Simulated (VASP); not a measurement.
Wanted: the native input for a VASP 6.6.1 run.

```yaml
Task: relaxation of cell and atoms
Functional: LDA
Potentials_or_basis: VASP PAW LDA potentials, release 64 (In_d, Pd)
Cutoff: 600 eV
k_mesh: 8 × 8 × 8
Occupations: fermi-dirac, width 0.05 eV
Spin: no spin polarisation
Further_INCAR_settings: ALGO = Fast; EDIFF = 1e-07; IBRION = 2; EDIFFG = -0.005; NSW = 60; ISIF = 3
```

The structure of InPd lies in POSCAR:

```
InPd
1.0
    0.0000000000      2.7460700000      2.7460700000
    2.7460700000      0.0000000000      2.7460700000
    2.7460700000      2.7460700000      0.0000000000
In Pd
1 1
Direct
    0.0000000000      0.0000000000      0.0000000000
    0.5000000000      0.5000000000      0.5000000000
```

The cell was built by a generator and needn't be a form met in nature.

The input as run:

INCAR

```
PREC = Accurate ; ENCUT = 600
EDIFF = 1E-7 ; ISMEAR = -1
SIGMA = 0.05 ; LREAL = F
LASPH = T ; NELM = 80
ALGO = Fast ; ISIF = 3
LWAVE = F ; LCHARG = F
IBRION = 2 ; NSW = 60
EDIFFG = -0.005
```

KPOINTS

```
Automatic mesh
0
Gamma
  8 8 8
```

Potentials or basis: VASP PAW LDA potentials, release 64 (In_d, Pd).

Command:

```bash
$ cat potpaw_LDA.64/In_d/POTCAR potpaw_LDA.64/Pd/POTCAR > POTCAR
$ mpirun -np 1 vasp_std > vasp.out
```

Results of the run:

| Property | Result |
| --- | --- |
| Relaxed volume | 19.01 Å³/atom |
| Relaxed cell | a = 3.775 Å, b = 3.775 Å, c = 3.775 Å, α = 60.00°, β = 60.00°, γ = 60.00° |
| Space group after relaxing (to 0.05 Å) | Fm-3m (No. 225) |
| Energy gained by relaxing | 45.6 meV/atom |
| Ionic steps | 6 |
| Pressure after relaxing | 0.0 GPa |
| Band gap on the k mesh | none (metal or under the smearing width) |

Wall time 96 s on 1 thread of AMD EPYC 9R45 (Zen 5), on a shared host, peak memory 0.15 GiB.
